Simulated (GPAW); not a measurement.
A run of GPAW 26.7.0 is set up as follows.

run.py

```python
from ase.dft.bandgap import bandgap
from ase.io import read, write
from ase.parallel import parprint
from gpaw import GPAW, PW

atoms = read('POSCAR')

calc = GPAW(mode=PW(600),
            xc={'name': '0.500_GGA_X_PBE+1.0_GGA_C_PBE', 'fraction': 0.5, 'omega': 0.0, 'backend': 'pw'},
            kpts={'size': (4, 4, 1), 'gamma': True},
            occupations={'name': 'fermi-dirac', 'width': 0.05},
            nbands=9,
            convergence={'density': 1e-05, 'energy': 1e-05},
            maxiter=60,
            txt='gpaw.txt')
atoms.calc = calc
energy = atoms.get_potential_energy()
calc.write('gs.gpw')
write('result.traj', atoms)
parprint(f'Energy: {energy:.6f} eV')
parprint('Fermi level:', round(calc.get_fermi_level(), 4), 'eV')
parprint(f'Gap: {bandgap(calc)[0]:.4f} eV, direct: {bandgap(calc, direct=True)[0]:.4f} eV')
```

File POSCAR:

```
C
1.0
    2.4561701622      0.0000000000      0.0000000000
   -1.2280850811      2.1271057565      0.0000000000
    0.0000000000      0.0000000000      8.5238033600
C
2
Direct
    0.6666666667      0.3333333333      0.0000000000
    0.3333333333      0.6666666667      0.0000000000
```

Potentials or basis: GPAW PAW data sets (gpaw-data 1.2.1), pw.

Command:

```bash
$ OMP_NUM_THREADS=1 mpirun -n 4 gpaw python run.py
```

What does it give for the band gap on the k mesh?

7.49 eV, direct.

Caveat: the k mesh is coarse (spacing up to 0.74 Å⁻¹), so the values aren't converged.
